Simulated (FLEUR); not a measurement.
# Ta (Im-3m) in FLEUR: notebook

One crystal, Ta, is run at these levels: Wu-Cohen GGA; tasks: band structure, equation of state.

Program: FLEUR MaX-R8.1 (later development tree). These are calculated values, not measurements. Logs are shortened: lines on timing, memory, paths and dates and some standing lists are left out, and cuts for length are marked.

**What was measured.**

“Pressure effects on the electronic structure and superconductivity of (TaNb)0.67(HfZrTi)0.33 high entropy alloy”, 2019, arxiv:1910.08312 quotes, for a bulk crystal of Ta: bulk modulus 194 GPa.

The runs below are set against these values where they give the same quantity.

### 1 The crystal as given

The structure is cubic, space group Im-3m (No. 229). The conventional cell has a = 3.303 Å, b = 3.303 Å, c = 3.303 Å, α = 90.00°, β = 90.00°, γ = 90.00°. Ta (site symmetry m-3m) is surrounded by 8 Ta at 2.86 Å.

### 2 Band structure, Wu-Cohen GGA

inp.xml

```xml
<?xml version="1.0" encoding="UTF-8" standalone="no"?>
<fleurInput fleurInputVersion="0.39">
   <comment>
      Ta                                                                                                  
   </comment>
   <calculationSetup>
      <cutoffs Kmax="4.1" Gmax="12.7" GmaxXC="12.7" numbands="0"/>
      <scfLoop itmax="60" minDistance="0.00001" maxIterBroyd="15" imix="Anderson" alpha="0.05" precondParam="0.0" spinf="2.0" sdNocoIR="T"/>
      <coreElectrons ctail="T" frcor="F" kcrel="0" coretail_lmax="0"/>
      <xcFunctional name="wc" relativisticCorrections="F"/>
      <magnetism jspins="1"/>
      <soc l_soc="F" theta="0.0" phi="0.0" spav="F"/>
      <expertModes spex="0" secvar="F"/>
      <geometryOptimization l_f="F" forcealpha="1.0" forcemix="BFGS" epsdisp="0.00001" epsforce="0.00001"/>
      <ldaU l_linMix="F" mixParam="0.05" spinf="1.0"/>
   </calculationSetup>
   <cell>
      <bzIntegration valenceElectrons="27.0" mode="hist" fermiSmearingEnergy="0.00183747">
         <kPointListSelection listName="default-1"/>
         <!-- k-points included here -->
         <xi:include xmlns:xi="http://www.w3.org/2001/XInclude" href="kpts.xml"> </xi:include>
      </bzIntegration>
      <!-- symmetry operations included here -->
      <xi:include xmlns:xi="http://www.w3.org/2001/XInclude" href="sym.xml"> </xi:include>
      <bulkLattice scale="1.0">
         <bravaisMatrix>
            <row-1>   -3.1204669550294879     3.1204669550294879     3.1204669550294879</row-1>
            <row-2>    3.1204669550294879    -3.1204669550294879     3.1204669550294879</row-2>
            <row-3>    3.1204669550294879     3.1204669550294879    -3.1204669550294879</row-3>
         </bravaisMatrix>
      </bulkLattice>
   </cell>
   <atomSpecies>
      <species name="Tantalum (Ta)" element="Ta" atomicNumber="73">
         <mtSphere radius="2.5" gridPoints="827" logIncrement="0.016"/>
         <atomicCutoffs lmax="10" lnonsphr="8"/>
         <electronConfig flipSpins="F">
            <coreConfig>(1s1/2) (2s1/2) (2p1/2) (2p3/2) (3s1/2) (3p1/2) (3p3/2) (4s1/2) (3d3/2) (3d5/2) (4p1/2) (4p3/2) (4d3/2) (4d5/2)</coreConfig>
            <valenceConfig>(5s1/2) (5p1/2) (5p3/2) (6s1/2) (4f5/2) (4f7/2) (5d3/2) (5d5/2)</valenceConfig>
            <stateOccupation state="(5d3/2)" spinUp="0.600000" spinDown="0.600000"/>
            <stateOccupation state="(5d5/2)" spinUp="0.900000" spinDown="0.900000"/>
         </electronConfig>
         <energyParameters s="6" p="6" d="5" f="4"/>
         <lo type="SCLO" l="0" n="5" eDeriv="0"/>
         <lo type="SCLO" l="1" n="5" eDeriv="0"/>
         <lo type="SCLO" l="2" n="5" eDeriv="2"/>
         <lo type="SCLO" l="3" n="4" eDeriv="2"/>
      </species>
   </atomSpecies>
   <atomGroups>
      <atomGroup species="Tantalum (Ta)">
         <relPos label="                   1">.0000000000 .0000000000 .0000000000</relPos>
         <force calculate="T" relaxXYZ="TTT"/>
      </atomGroup>
   </atomGroups>
   <output dos="F" band="F" slice="F">
      <checks vchk="F" cdinf="F"/>
      <bandDOS minEnergy="-.5*Htr" maxEnergy="0.5*Htr" sigma="0.015" storeEVData="T"/>
      <vacuumDOS vacdos="F" integ="F" star="F" nstars="0" locx1="0.0" locy1="0.0" locx2="0.0" locy2="0.0" nstm="0" tworkf="0.0"/>
      <unfoldingBand unfoldBand="F" supercellX="1" supercellY="1" supercellZ="1"/>
      <plotting iplot="0" polar="F">
         <plot TwoD="T" vec1="  1.0  0.0  0.0" vec2="  0.0  1.0  0.0" vec3="  0.0  0.0  1.0" zero="  0.0  0.0  0.0" file="plot"/>
      </plotting>
      <chargeDensitySlicing numkpt="0" minEigenval="0.0" maxEigenval="0.0" nnne="0" pallst="F"/>
      <specialOutput eonly="F"/>
      <moessbauerParams electricFieldGradient="T" isomerShift="T" coreHyperfine="T" valenceHyperfine="T"/>
      <magneticCircularDichroism mcd="F" energyLo="-10.0" energyUp="0.0"/>
   </output>
  <!-- We include the file relax.xml here to enable relaxations (see documentation) -->
  <xi:include xmlns:xi="http://www.w3.org/2001/XInclude" href="relax.xml"> <xi:fallback/> </xi:include>
</fleurInput>
```

crystal.txt

```
Ta
&input cartesian=F /
-1.6512800000  1.6512800000  1.6512800000
1.6512800000  -1.6512800000  1.6512800000
1.6512800000  1.6512800000  -1.6512800000
1.8897261246
1.0 1.0 1.0

1
73 0.0000000000  0.0000000000  0.0000000000

&kpt div1=11 div2=11 div3=11 gamma=T /
```

inp.xml (bands)

```
<?xml version="1.0" encoding="UTF-8" standalone="no"?>
<fleurInput fleurInputVersion="0.39">
   <comment>
      Ta                                                                                                  
   </comment>
   <calculationSetup>
      <cutoffs Kmax="4.1" Gmax="12.7" GmaxXC="12.7" numbands="0"/>
      <scfLoop itmax="60" minDistance="0.00001" maxIterBroyd="15" imix="Anderson" alpha="0.05" precondParam="0.0" spinf="2.0" sdNocoIR="T"/>
      <coreElectrons ctail="T" frcor="F" kcrel="0" coretail_lmax="0"/>
      <xcFunctional name="wc" relativisticCorrections="F"/>
      <magnetism jspins="1"/>
      <soc l_soc="F" theta="0.0" phi="0.0" spav="F"/>
      <expertModes spex="0" secvar="F"/>
      <geometryOptimization l_f="F" forcealpha="1.0" forcemix="BFGS" epsdisp="0.00001" epsforce="0.00001"/>
      <ldaU l_linMix="F" mixParam="0.05" spinf="1.0"/>
   </calculationSetup>
   <cell>
      <bzIntegration valenceElectrons="27.0" mode="hist" fermiSmearingEnergy="0.00183747">
         <kPointListSelection listName="path-1"/>
         <!-- k-points included here -->
         <xi:include xmlns:xi="http://www.w3.org/2001/XInclude" href="kpts.xml"> </xi:include>
      </bzIntegration>
      <!-- symmetry operations included here -->
      <xi:include xmlns:xi="http://www.w3.org/2001/XInclude" href="sym.xml"> </xi:include>
      <bulkLattice scale="1.0">
         <bravaisMatrix>
            <row-1>   -3.1204669550294879     3.1204669550294879     3.1204669550294879</row-1>
            <row-2>    3.1204669550294879    -3.1204669550294879     3.1204669550294879</row-2>
            <row-3>    3.1204669550294879     3.1204669550294879    -3.1204669550294879</row-3>
         </bravaisMatrix>
      </bulkLattice>
   </cell>
   <atomSpecies>
      <species name="Tantalum (Ta)" element="Ta" atomicNumber="73">
         <mtSphere radius="2.5" gridPoints="827" logIncrement="0.016"/>
         <atomicCutoffs lmax="10" lnonsphr="8"/>
         <electronConfig flipSpins="F">
            <coreConfig>(1s1/2) (2s1/2) (2p1/2) (2p3/2) (3s1/2) (3p1/2) (3p3/2) (4s1/2) (3d3/2) (3d5/2) (4p1/2) (4p3/2) (4d3/2) (4d5/2)</coreConfig>
            <valenceConfig>(5s1/2) (5p1/2) (5p3/2) (6s1/2) (4f5/2) (4f7/2) (5d3/2) (5d5/2)</valenceConfig>
            <stateOccupation state="(5d3/2)" spinUp="0.600000" spinDown="0.600000"/>
            <stateOccupation state="(5d5/2)" spinUp="0.900000" spinDown="0.900000"/>
         </electronConfig>
         <energyParameters s="6" p="6" d="5" f="4"/>
         <lo type="SCLO" l="0" n="5" eDeriv="0"/>
         <lo type="SCLO" l="1" n="5" eDeriv="0"/>
         <lo type="SCLO" l="2" n="5" eDeriv="2"/>
         <lo type="SCLO" l="3" n="4" eDeriv="2"/>
      </species>
   </atomSpecies>
   <atomGroups>
      <atomGroup species="Tantalum (Ta)">
         <relPos label="                   1">.0000000000 .0000000000 .0000000000</relPos>
         <force calculate="T" relaxXYZ="TTT"/>
      </atomGroup>
   </atomGroups>
   <output dos="F" band="T" slice="F">
      <checks vchk="F" cdinf="F"/>
      <bandDOS minEnergy="-.5*Htr" maxEnergy="0.5*Htr" sigma="0.015" storeEVData="T"/>
      <vacuumDOS vacdos="F" integ="F" star="F" nstars="0" locx1="0.0" locy1="0.0" locx2="0.0" locy2="0.0" nstm="0" tworkf="0.0"/>
      <unfoldingBand unfoldBand="F" supercellX="1" supercellY="1" supercellZ="1"/>
      <plotting iplot="0" polar="F">
         <plot TwoD="T" vec1="  1.0  0.0  0.0" vec2="  0.0  1.0  0.0" vec3="  0.0  0.0  1.0" zero="  0.0  0.0  0.0" file="plot"/>
      </plotting>
      <chargeDensitySlicing numkpt="0" minEigenval="0.0" maxEigenval="0.0" nnne="0" pallst="F"/>
      <specialOutput eonly="F"/>
      <moessbauerParams electricFieldGradient="T" isomerShift="T" coreHyperfine="T" valenceHyperfine="T"/>
      <magneticCircularDichroism mcd="F" energyLo="-10.0" energyUp="0.0"/>
   </output>
  <!-- We include the file relax.xml here to enable relaxations (see documentation) -->
  <xi:include xmlns:xi="http://www.w3.org/2001/XInclude" href="relax.xml"> <xi:fallback/> </xi:include>
</fleurInput>
```

Potentials or basis: all-electron, FLAPW.

Launch:

```console
$ inpgen -f crystal.txt -profile fastHighL
$ # inp.xml edited to the form shown
$ fleur_MPI
$ fleur_MPI   # second run, on inp.xml (bands)
```

Output:

```text
Welcome to FLEUR        (www.flapw.de)
      MaX-Release 8.1          (www.max-centre.eu)

 ========== k-point set info ==========
 Selected k-point list: default-1
 k-point list type: mesh
 11 x 11 x 11
 Number of k points: 56

 ------------Calculation Setup---------------------------
 Number of MPI-tasks      :            1
 Number of PE/node        :            1
 Number of OMP-threads    :            1
 Most efficient MPI parallelization for:
           1           2           4           7           8          14          28          56
 Additional eigenvalue parallelization possible
 Number of basis functions:          176
 Approximate size of matrices (H+S) per k-point:         0.000 GB
 --------------------------------------------------------
 Iteration:     1   Distance:      11.57611372 me/bohr^3
 Iteration:     2   Distance:      10.47224462 me/bohr^3
 Iteration:     3   Distance:       5.29695118 me/bohr^3
 Iteration:     4   Distance:       1.21717066 me/bohr^3
 Iteration:     5   Distance:       1.15051627 me/bohr^3
 Iteration:     6   Distance:       0.24965110 me/bohr^3
 Iteration:     7   Distance:       0.14242602 me/bohr^3
 Iteration:     8   Distance:       0.02814361 me/bohr^3
 Iteration:     9   Distance:       0.00251178 me/bohr^3
 Iteration:    10   Distance:       0.00399587 me/bohr^3
 Iteration:    11   Distance:       0.00007630 me/bohr^3
 Iteration:    12   Distance:       0.00013188 me/bohr^3
 Iteration:    13   Distance:       0.00000205 me/bohr^3

 ********************************************************************
 Run finished successfully
 Stop message:
   all done
 ********************************************************************
```

output (bands):

```text
Welcome to FLEUR        (www.flapw.de)
      MaX-Release 8.1          (www.max-centre.eu)

 ========== k-point set info ==========
 Selected k-point list: path-1
 k-point list type: path
 Number of k points: 60

 ------------Calculation Setup---------------------------
 Number of MPI-tasks      :            1
 Number of PE/node        :            1
 Number of OMP-threads    :            1
 Most efficient MPI parallelization for:
           1           2           3           4           5           6          10          12          15          20          30          60
 Additional eigenvalue parallelization possible
 Number of basis functions:          178
 Approximate size of matrices (H+S) per k-point:         0.000 GB
 --------------------------------------------------------
 Fermi energy correction for metals:
 Fermi energy in bands.* files may not be consistent with last density.
 Please correct it manually (e.g. in band.gnu file).

 Note: Band structure data (together with different weights) is also stored in the banddos.hdf file.
       A convenient way of extracting and plotting the data from that file is by making use of the

 ********************************************************************
 Run finished successfully
 Stop message:
   Charge density postprocessing done.
 ********************************************************************
```

out.xml (last iteration):

```text
<iteration numberForCurrentRun="   13" overallNumber="   13">
         <energyParameters units="Htr">
            <atomicEP atomType="1" spin="1" branch="6s" branchLowest="-1.92" branchHighest="2.24" value="0.3347568376"/>
            <atomicEP atomType="1" spin="1" branch="6p" branchLowest="-0.63" branchHighest="3.17" value="0.4690265902"/>
            <atomicEP atomType="1" spin="1" branch="5d" branchLowest="-7.41" branchHighest="1.04" value="0.4904691090"/>
            <atomicEP atomType="1" spin="1" branch="4f" branchLowest="-9.99" branchHighest="-0.17" value="-0.1443623057"/>
            <loAtomicEP atomType="1" spin="1" branch="5s" branchLowest="-19.09" branchHighest="-1.92" value="-1.9454081868"/>
            <loAtomicEP atomType="1" spin="1" branch="5p" branchLowest="-13.96" branchHighest="-0.63" value="-0.7372741554"/>
            <loAtomicEP atomType="1" spin="1" branch="5d" branchLowest="-7.41" branchHighest="1.04" value="0.4869635446"/>
            <loAtomicEP atomType="1" spin="1" branch="4f" branchLowest="-9.99" branchHighest="-0.17" value="-0.1686594018"/>
         </energyParameters>
         <eigenvalues>
            <eigenvaluesAt spin="1" ikpt="1" k_x="0.00000000" k_y="0.00000000" k_z="0.00000000">
                      -1.9494857798       -0.6968494374       -0.6968494374       -0.6968494374       -0.1764503410
                      -0.1764503410       -0.1764503410       -0.1745486820       -0.1745486820       -0.1745486820
                      -0.1726352910        0.2249681503        0.5413489578        0.5413489578        0.5413489578
                       0.6615223308        0.6615223308        1.0554825217        1.0554825217        1.0554825217
                       1.4699521498
            </eigenvaluesAt>
            <eigenvaluesAt spin="1" ikpt="2" k_x="0.00000000" k_y="0.00000000" k_z="0.09090909">
                      -1.9491492869       -0.7005868221       -0.6980043100       -0.6968698136       -0.1763908430
                      -0.1763195171       -0.1763045488       -0.1746763755       -0.1745950177       -0.1745836341
                      -0.1728138000        0.2383941591        0.5328089261        0.5385004818        0.5546607881
                       0.6488025555        0.6616516040        1.0670994132        1.0787262287        1.0895647868
                       1.3750881624
            </eigenvaluesAt>
            <eigenvaluesAt spin="1" ikpt="3" k_x="0.00000000" k_y="0.00000000" k_z="0.18181818">
                      -1.9482446977       -0.7103515157       -0.7010727683       -0.6969266590       -0.1762571715
                      -0.1759694340       -0.1759260077       -0.1749999791       -0.1747794503       -0.1746687101
[... 37 lines left out ...]
         </coreStates>
         <allElectronCharges>
            <spinDependentCharge spin="1" total="73.0000000" interstitial="2.1092738" mtSpheres="70.8907262"/>
            <totalCharge value="73.0000000021"/>
         </allElectronCharges>
         <moessbauerParams unitsHFF="kG" unitsIS="e/bohr^3" unitsEFG="Htr/bohr^2">
            <coreIsomerShift atomType="1" isTotal="1393764.62032">
               <shell n="1" l="0" isomerShift="1168802.20841"/>
               <shell n="2" l="0" isomerShift="165863.69925"/>
               <shell n="2" l="1" isomerShift="9784.98915"/>
               <shell n="3" l="0" isomerShift="37134.42542"/>
               <shell n="3" l="1" isomerShift="2445.60650"/>
               <shell n="4" l="0" isomerShift="9145.65222"/>
               <shell n="3" l="2" isomerShift="0.00094"/>
               <shell n="4" l="1" isomerShift="588.03821"/>
               <shell n="4" l="2" isomerShift="0.00023"/>
            </coreIsomerShift>
            <isomerShift atomType="1" nucleusRadius="0.0001336" averageDensity="1395424.16222"/>
            <electricFieldGradient atomType="1" VXX="0.00000" VYY="0.00000" VZZ="0.00000" asymParam="0.00000">
            </electricFieldGradient>
         </moessbauerParams>
         <totalEnergy                                    value="   -15625.0200568378" units="Htr">
            <sumOfEigenvalues                            value="    -9547.4343493662">
               <coreElectrons value="-9538.9871882845"/>
               <valenceElectrons value="-8.4471610817"/>
            </sumOfEigenvalues>
            <densityCoulombPotentialIntegral value="-26674.1219899490"/>
            <densityEffectivePotentialIntegral value="-27089.4251346023"/>
            <chargeDenXCDenIntegral value="-316.5351180423"/>
            <FockExchangeEnergyValence value="0.0000000000"/>
            <FockExchangeEnergyCore value="0.0000000000"/>
            <atomTypeDependentContributions atomType="1">
               <electronNucleiInteractionDifferentMTs value="19466.7132726200"/>
               <MadelungTerm value="-46.7014564372"/>
            </atomTypeDependentContributions>
            <tkbTimesEntropy value="0.0002854993"/>
            <freeEnergy value="-15625.0203423371"/>
            <extrapolationTo0K value="-15625.0201995875"/>
         </totalEnergy>
         <densityConvergence units="me/bohr^3">
            <chargeDensity spin="1" distance="0.0000020460"/>
         </densityConvergence>
      </iteration>
```

Wall time 14 s (1 thread of Intel Xeon Platinum 8488C (Sapphire Rapids), shared host); peak memory 0.06 GiB.

What came out:

| Property | Result |
| --- | --- |
| Free energy | -425178.4636 eV |
| Band gap along the path | none (metal or under the smearing width) |
| Valence electrons inside the program's atomic spheres | Ta 24.89 (radii Ta 2.5 bohr) |

Levels at the corners of the path, in eV from the Fermi level:
```
point  band 9  band 10  band 11  band 12  band 13  band 14  band 15  band 16  band 17  band 18
    Γ  -18.77   -18.77   -18.72    -7.90     0.71     0.71     0.71     3.98     3.98    14.70
    H  -18.75   -18.75   -18.75    -3.81    -3.81     6.83     6.83     6.83     8.64     8.64
    N  -18.77   -18.77   -18.75    -4.38    -1.56     1.65     3.86     4.89     7.80    11.71
    Γ  -18.77   -18.77   -18.72    -7.90     0.71     0.71     0.71     3.98     3.98    14.70
    P  -18.78   -18.78   -18.78    -1.22    -1.22    -1.22     5.06     5.06     7.02    12.84
    H  -18.75   -18.75   -18.75    -3.81    -3.81     6.83     6.83     6.83     8.64     8.64
    P  -18.78   -18.78   -18.78    -1.22    -1.22    -1.22     5.06     5.06     7.02    12.84
    N  -18.77   -18.77   -18.75    -4.38    -1.56     1.65     3.86     4.89     7.80    11.71
```

Core levels (eV from the Fermi level):
| atom | levels |
| --- | --- |
| 1 Ta | 1s1/2 -67268.2, 2s1/2 -11544.8, 2p1/2 -11033.4, 2p3/2 -9763.0, 3s1/2 -2640.0, 3p1/2 -2412.7, 3p3/2 -2139.2, 4s1/2 -533.4, 3d3/2 -1755.3, 3d5/2 -1695.8, 4p1/2 -439.7, 4p3/2 -376.7, 4d3/2 -222.8, 4d5/2 -211.2 |

Caveat: spin-orbit coupling is left out, which moves the levels of the heavy elements.

(Part 1 of 3 ends here.)
